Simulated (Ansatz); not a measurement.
Input and command of a calculation in Ansatz (plane waves; scalar-relativistic PAW potentials unless the input names others):

```yaml
crystal:
  lattice:
    - [4.4252310565, -0.1321582692, -0.0467342995]
    - [0.1321582692, -4.4188150948, 0.0759088134]
    - [0.0467342995, 0.0759088134, -4.3990487619]
  atoms:
    - { symbol: Si, position: [0.0098540085, -0.0112456279, -0.0224057886] }
    - { symbol: Si, position: [0.4982109449, 0.4991793677, -0.0175590083] }
    - { symbol: Si, position: [0.5292471019, 0.0073634199, 0.5323419674] }
    - { symbol: Si, position: [-0.0052659468, 0.4941379685, 0.5132678609] }
    - { symbol: C, position: [0.7541830481, 0.7548969073, 0.7494582514] }
    - { symbol: C, position: [0.232303124, 0.2575966732, 0.7596884359] }
    - { symbol: C, position: [0.2151887849, 0.7406747342, 0.2387048213] }
    - { symbol: C, position: [0.7662789346, 0.257396557, 0.2465034602] }
basis:
  ecutwfc: 420
kpoints:
  mp_grid: { grid: [6, 6, 6] }
hamiltonian:
  xc: pbe
scf:
  occupations: { method: gaussian, width: 0.05 }
  mixing: { preconditioner: none }
output:
  forces: true
  eigenvalues: true
  stress: true
```

```bash
ansatz run input.yaml --threads 1 --pin off --max-ram 2560MiB --backend cpu --events-out ev --progress --plain --runs-dir out
```

Abridged log:
```
Basis set: ecut = 420 eV, 1697 PW (Γ), exchange–correlation on 60×60×60 points (8 copies of the dense FFT grid, shifted against one another)
Bands: 24, of which v1, the nominal top of the filled ones, is band 16 counted from 1 (15 counted from 0)
Symmetry: 1 space group operations
k-points: 112 of 216 (time reversal used)
SCF iter   1: F=—  HF=-3546.927722 eV  |F-HF|=—  |Δ(HF+E_count)|=         —  Δρ=3.01e-3  dr2=1.09e-2  ethr=1.77e-3  ⟨swp⟩=6.4  Hψ=15246  notcnv=0  defer=13
SCF iter   2: F=—  HF=-3546.926727 eV  |F-HF|=—  |Δ(HF+E_count)|=   9.95e-4  Δρ=1.59e-3  dr2=2.10e-3  ethr=3.41e-5  ⟨swp⟩=2.1  Hψ=5303  notcnv=0  defer=131
SCF iter   3: F=—  HF=-3546.926494 eV  |F-HF|=—  |Δ(HF+E_count)|=   2.33e-4  Δρ=6.41e-4  dr2=2.41e-4  ethr=6.58e-6  ⟨swp⟩=2.0  Hψ=3842  notcnv=0  defer=46
automatic band count: iteration 3 solves 23 bands in place of 24: the levels show a gap, and the empty bands left out lie too high to hold charge; the band table lists the bands solved (type scf.n_extra_bands for more)
SCF iter   4: F=—  HF=-3546.926598 eV  |F-HF|=—  |Δ(HF+E_count)|=   1.04e-4  Δρ=3.03e-4  dr2=5.41e-5  ethr=7.54e-7  ⟨swp⟩=2.4  Hψ=3852  notcnv=0  defer=46
SCF iter   5: F=—  HF=-3546.926619 eV  |F-HF|=—  |Δ(HF+E_count)|=   2.16e-5  Δρ=9.60e-5  dr2=3.35e-6  ethr=1.69e-7  ⟨swp⟩=2.3  Hψ=3907  notcnv=0  defer=46
SCF iter   6: F=—  HF=-3546.926625 eV  |F-HF|=—  |Δ(HF+E_count)|=   5.66e-6  Δρ=2.30e-5  dr2=2.55e-7  ethr=1.05e-8  ⟨swp⟩=2.0  Hψ=4061  notcnv=0  defer=46
SCF iter   7: F=-3546.926625 eV  HF=-3546.926625 eV  |F-HF|=3.33e-9  |Δ(HF+E_count)|=   3.42e-7  Δρ=8.19e-6  dr2=5.52e-8  ethr=3.13e-10  ⟨swp⟩=9.0  Hψ=12202  notcnv=0
SCF 1 converged in 7 iterations: F = -3546.926625 eV  dr2 = 5.52e-8
SCF converged after 7 iterations
Free energy (F): -3546.926625 eV
Harris-Foulkes:  -3546.926625 eV  (|F-HF|=3.33e-9)
Internal energy: -3546.926499 eV  (E = F + TS)
E sigma→0 (E₀):  -3546.926562 eV
Entropy (-TS):   -0.000127 eV (-0.016 meV/atom)
Fermi energy:    9.581296 eV
--- Forces (eV/Å), atoms counted from 1 ---
  atom   1  Si    -0.67370763    -1.00282108    -2.75939865
  atom   2  Si    -0.36110228    -0.31684408    -2.77629331
  atom   3  Si    -2.74918138    -0.96640765     4.20808179
  atom   4  Si     0.69779706    -0.26242167     3.19694424
  atom   5  C     -0.48090204     0.90109248    -1.17936953
  atom   6  C      2.13559639     0.85055040     0.66929071
  atom   7  C      2.87930025     0.08303338    -1.12639832
  atom   8  C     -1.44774886     0.71381070    -0.23287826
--- Stress (GPa, compression-positive) ---
       -1.233290      12.993098       0.347304
       12.993095       1.794960       5.947577
        0.347305       5.947578      -1.513381
  P = ⅓ Tr σ = -0.3172 GPa (-3.172 kbar)
```

Apart from outputs and empty bands, the input differs from a reference run on usual settings in scf.mixing.preconditioner: not typed → "none". The reference, at the same geometry (not necessarily relaxed), gave pressure -0.32 GPa, largest force 5.119 eV/Å, gap on the mesh 0.10 eV. This run converged in 7 SCF iterations (reference: 6) with an energy at zero smearing within 0.01 meV/atom of the reference's, pressure -0.32 GPa, largest force 5.119 eV/Å, gap on the mesh 0.10 eV.

The run took 19 s on 1 thread of Arm Neoverse V2 (shared host), peak memory 0.42 GiB.